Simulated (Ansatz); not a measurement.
## How much does the functional matter for the cell of Mo₃Se₄?

The starting cell is an entry of the Crystallography Open Database (1973):

```
Mo Se
1.0
     4.77250    2.75540    3.73667
    -4.77250    2.75540    3.73667
     0.00000   -5.51081    3.73667
Mo Se
6 8
Direct
  0.22300 0.41290 0.54610
  0.54610 0.22300 0.41290
  0.41290 0.54610 0.22300
  0.77700 0.58710 0.45390
  0.45390 0.77700 0.58710
  0.58710 0.45390 0.77700
  0.37920 0.12740 0.74470
  0.74470 0.37920 0.12740
  0.12740 0.74470 0.37920
  0.62080 0.87260 0.25530
  0.25530 0.62080 0.87260
  0.87260 0.25530 0.62080
  0.21370 0.21370 0.21370
  0.78630 0.78630 0.78630
```

Atoms and cell were relaxed at zero pressure with plane-wave PAW DFT (Ansatz 0.2.0; one set of PAW datasets, made under PBE, for all functionals; 420 eV, r2SCAN 500 eV; 4×4×4 Γ-centred mesh, fermi-dirac occupations of width 0.100 eV; no spin polarisation, no spin-orbit coupling, no dispersion correction), keeping the symmetry (R-3, No. 148).

Problem. How do the functionals compare with each other and with the entry?

Solution. The relaxed conventional cells:

```tsv
functional	a (Å)	c (Å)	volume (Å³/atom)	formation energy (eV/atom)
LDA	9.402	11.055	20.15	-0.558
PBEsol	9.487	11.152	20.70	-0.549
PBE	9.705	11.355	22.05	-0.527
r2SCAN	9.715	11.301	21.99	-0.602
the entry	9.545	11.210	21.06	–
```

LDA gives the smallest volume and PBE the largest, 9.4 % more, the usual order, since LDA overbinds and PBE's gradient terms loosen the lattice. Against the entry's volume: LDA -4.3 %, PBEsol -1.7 %, PBE +4.7 %, r2SCAN +4.4 %; PBEsol comes nearest. The formation energies span 0.07 eV an atom, lowest under r2SCAN.

Caveats: each relaxation keeps the start's symmetry, so a distorted cell may lie lower; computed cells are at 0 K with fixed nuclei, while the entry holds thermal expansion, often some tenths of a per cent in volume and more in soft crystals; the relaxed cell lies far from the entry, by an error of the functional or of the entry; formation energies are at zero smearing against the elements' usual phases under the same functional, gases as free molecules, uncorrected.
